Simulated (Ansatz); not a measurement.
**RbBr: enthalpy against pressure**

RbBr, Pm-3m, a = 4.193 Å. This isn't the usual stable structure of the compound. Ansatz: PBE, PAW, 420 eV, Γ-centred 6×6×6 mesh on 2 atoms, Gaussian smearing 0.02 eV; no spin polarisation. Cell and atoms are relaxed at each pressure, and no other structure is tried, so the rows at high pressure may lie past a change of phase. y is the enthalpy over the state at zero pressure; there V0 = 36.856 Å³/atom. The pressures are the targets, met within 0.08 GPa.

| P (GPa) | y (eV/atom) |
| --- | --- |
| 0.0 | 0.0000 |
| 3.0 | 0.6375 |
| 8.0 | 1.5608 |
| 15.0 | ? |
| 30.0 | 4.8375 |
| 60.0 | 8.4583 |

**Question.** Fit y = c1 P + c2 P² + c3 P³ to the other rows, say what c1 and c2 mean, and predict the missing value.

**Answer.** Least squares on the rows shown. y = 0.21318 P − 0.0022602 P² + 1.7613×10⁻⁵ P³. Since dH/dP = V, c1 is V0: 0.21318 eV/GPa × 160.2 = 34.151 Å³ against 36.856; c2 = −V0/(2B0) gives B0 = 47 GPa, where a Birch–Murnaghan fit to the volumes of the same runs (not shown) gives 14.5 GPa. The volume falls by 52 % over the range, most steeply at the start, which a cubic can't follow: here c1 isn't V0 and c2 doesn't give B0. Above P = −c2/(3 c3) = 43 GPa the cubic's slope, the volume, would rise with pressure, so the form fails there. At P = 15.0 the fit asked for gives 2.7486 eV/atom. The run gave 2.7027 eV/atom, so the fit is 0.0459 eV/atom too high, 0.54 % of the span of the series, against an rms of 0.0100 eV/atom on the fitted rows. With a term in P⁴ added, a fit to the same known rows (none to spare) predicts 2.6700 eV/atom, a smaller miss on the other side.

The mesh isn't the same in all rows (6×6×6, 8×8×8).